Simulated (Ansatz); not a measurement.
The system is MgS (Niningerite).

```xyz
2
Lattice="0.0000 2.6016 2.6016 2.6016 0.0000 2.6016 2.6016 2.6016 0.0000" Properties=species:S:1:pos:R:3 pbc="T T T"
S     2.6016    2.6016    2.6016
Mg    0.0000    0.0000    0.0000
```

Base run:

```yaml
Program: Ansatz 0.2.0
Functional: PBE
Potentials_or_basis: Ansatz PAW
Cutoff: 420 eV
Density_cutoff: 1680 eV
k_mesh: 5 × 5 × 5
Occupations: fermi-dirac, width 0.05 eV
Spin: no spin polarisation
```

Its results: band gap on the k mesh 3.20 eV, indirect (least direct gap 3.72 eV); pressure 1.3 GPa.

Problem. The run is repeated on the same cell with these changes: functional from PBE to RPBE. What comes out?

Solution. Band gap on the k mesh 3.35 eV, indirect (least direct gap 3.89 eV); pressure 3.4 GPa.

RPBE binds less tightly than PBE, so the same cell stands under more pressure.

Caveats: odd divisions of the mesh miss points on the zone boundary, where band edges often lie, so the gap on the mesh can be too wide; the density of states is complete only up to the lowest level of the last band computed; the potentials were made for another functional, which shifts forces and pressure (some runs); the PAW data sets come from PBE, with cores solved anew for the run's functional, which leaves a small shift of forces and pressure (some runs).

A k mesh can miss the band edges.

Not every run made on this cell is shown here.
